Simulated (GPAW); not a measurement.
CdO (Monteponite), 2 atoms in the cell. Symmetry: Fm-3m, No. 225, cubic system. The conventional cell has a = 4.699 Å, b = 4.699 Å, c = 4.699 Å, α = 90.00°, β = 90.00°, γ = 90.00°. Around Cd (site symmetry m-3m) lie 6 O at 2.35 Å. O (site symmetry m-3m) has 6 Cd at 2.35 Å as nearest neighbours. 

```yaml
Program: GPAW 26.7.0
Task: band structure
Functional: TASK
Potentials_or_basis: GPAW PAW data sets (gpaw-data 1.2.1)
Cutoff: 800 eV
Basis: pw
k_mesh: 8 × 8 × 8
Occupations: fermi-dirac, width 0.05 eV
Spin: spin-orbit coupling, no magnetisation
Maxiter: 150
Band_path: GXWKGLUWLK,UX
Band_points: 100
spin_axis_theta_degrees: 90
spin_axis_phi_degrees: 45
Soc_after_scf: second variation without the xc potential
```

Potentials or basis: GPAW PAW data sets (gpaw-data 1.2.1), pw.

Launch:

```console
$ OMP_NUM_THREADS=1 python run.py
```

Hardware: 1 thread of Intel(R) Xeon(R) 6975P-C (Granite Rapids) (shared host).

Task: How long does it take, and how much memory?

Result: Wall time 82 s on 1 thread of Intel(R) Xeon(R) 6975P-C (Granite Rapids) (shared host), peak memory 0.41 GiB. Counts: scf iterations 15, plane waves 1363, bands 18, k points 29.
